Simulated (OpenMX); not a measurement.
CdS (Hawleyite):

```
Cd S
1.0
     0.00000    2.91650    2.91650
     2.91650    0.00000    2.91650
     2.91650    2.91650    0.00000
Cd S
1 1
Direct
  0.00000 0.00000 0.00000
  0.75000 0.75000 0.75000
```

Base run:

```yaml
Program: OpenMX 3.8.5
Functional: PBE
Potentials_or_basis: OpenMX 2013 PBE set, Cd7.0-s3p2d1, S7.0-s2p2d1, grid cutoff 500 Ry
k_mesh: 9 × 9 × 9
Occupations: fermi-dirac, width 0.05 eV
Spin: no spin polarisation
```

Its results: band gap on the k mesh 1.23 eV, direct; pressure 3.3 GPa.

Question: The run is repeated on the same cell with these changes: functional from PBE to LDA; potentials or basis from OpenMX 2013 PBE set, Cd7.0-s3p2d1, S7.0-s2p2d1, grid cutoff 500 Ry to OpenMX 2013 LDA set, Cd7.0-s3p2d2, S7.0-s2p2d1f1, grid cutoff 500 Ry. What comes out?

Answer: Band gap on the k mesh 1.02 eV, direct; pressure -1.9 GPa.

Caveats: the basis of atomic orbitals isn't converged, which shifts pressures, moduli and gaps.
